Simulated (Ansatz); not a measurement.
An Ansatz input and the part of its output that reports the observables at the nuclei.

The cell is a COD entry, relaxed with PBE at fixed cell and then changed (z stretched by 3 %, ions relaxed).

```yaml
crystal:
  lattice:
    - [0.0, 2.6825, 2.762975]
    - [2.6825, 0.0, 2.762975]
    - [2.6825, 2.6825, 0.0]
  atoms:
    - { symbol: Co, position: [0.0, 0.0, 0.0], spin: 2.0 }
    - { symbol: Si, position: [0.25, 0.25, 0.25] }
    - { symbol: Si, position: [0.75, 0.75, 0.75] }
magnetization:
  spin_polarized: true
kpoints:
  mp_grid: { grid: [15, 15, 15] }
scf:
  occupations: { method: fermi_dirac, width: 0.05 }
hamiltonian:
  xc: pbe
  pseudopotentials: { kind: paw }
output:
  forces: true
  stress: true
  populations: true
  efg: { quadrupole_moments_barn: { Co: 0.42 }, contact_densities: true }
relax:
  f_tol: 0.02
  max_steps: 60
```

```sh
ansatz run input.yaml --threads 1 --pin off --max-ram 3072MiB --backend cpu --events-out ev --progress --plain --runs-dir out
```

The run relaxes the ions first, and the block belongs to the relaxed positions.

Of the output, the block on the nuclei alone is shown; the set-up, the SCF iterations, energies, forces and stress are cut.

```
--- PAW observables at the nuclei: V_zz in 10²¹ V/m², potentials from the cell's mean, atoms counted from 1 ---
  atom   1  Co V_zz =    +0.093353   η = 0.0000   by run symmetry: allowed   C_q = +0.9481 MHz
            electrostatic potential = -3387.798318 V   contact ρ = 114697.649616 e/Å³   contact ρ_s (e/Å³): all electrons -0.000000, valence -0.000000
  atom   2  Si V_zz =    -0.006959   η = 0.0000   by run symmetry: allowed
            electrostatic potential = -1363.672097 V   contact ρ = 12809.366612 e/Å³   contact ρ_s (e/Å³): all electrons +0.000000, valence +0.000000
  atom   3  Si V_zz =    -0.006959   η = 0.0000   by run symmetry: allowed
            electrostatic potential = -1363.672097 V   contact ρ = 12809.366612 e/Å³   contact ρ_s (e/Å³): all electrons +0.000000, valence +0.000000
```

The relaxation (1 step) took 52 s of wall time (51 s of CPU time) and 0.75 GiB at its peak, on 1 thread of Intel Xeon Platinum 8259CL CPU @ 2.50GHz (Skylake/Cascade Lake) (x86_64; 16 cores open to the job, memory cap 3.0 GiB, no GPU), a shared host with a load of 0.7 a core.

With no gap above 0.1 eV, as in a metal, the gradients converge slowly in k; expect changes of a tenth or more on a denser mesh. With these PAW files V_zz is typically within 2 to 3 % of all-electron values, but misses above 10 % occur on Co. At this changed cell the PBE pressure is -5 GPa. The start moments die out, and the run ends without spin.
